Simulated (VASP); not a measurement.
**Rb under changes of volume**

One of the cells (89.804 Å³/atom); the others are scaled copies at fixed shape and fractional positions:

```
Rb
1.0
    -2.82106    2.82106    2.82106
     2.82106   -2.82106    2.82106
     2.82106    2.82106   -2.82106
Rb
1
Cartesian
  0.0000 0.0000 0.0000
```

- Program: VASP 6.6.1
- Functional: PBE
- Potentials or basis: VASP PAW PBE potentials, release 64 (Rb_sv)
- Cutoff: 520 eV
- k mesh: 7 × 7 × 7
- Occupations: fermi-dirac, width 0.05 eV
- Spin: no spin polarisation

```tsv
volume (Å³/atom)	energy over the lowest point (meV/atom)	pressure (GPa)
82.761	7.21	0.3
84.522	4.24	0.2
86.283	2.11	0.2
89.804	0.05	0.0
91.565	0.00	0.0
93.326	?	?
```

Question: What does the run at 93.326 Å³/atom give?

Answer: Energy over the lowest point 0.52 meV/atom; pressure -0.1 GPa.

Worked out: A Birch-Murnaghan fit of order 3 (a polynomial in V^(-2/3)) to the other rows has its minimum at 90.83 Å³/atom with B0 = V·E''(V) = 2.8 GPa and B' = 3.7. It gives 0.52 meV/atom at 93.326 Å³/atom, against the run's 0.52, and -dE/dV = -0.1 GPa, against -0.1.

Energies are extrapolated to zero smearing.
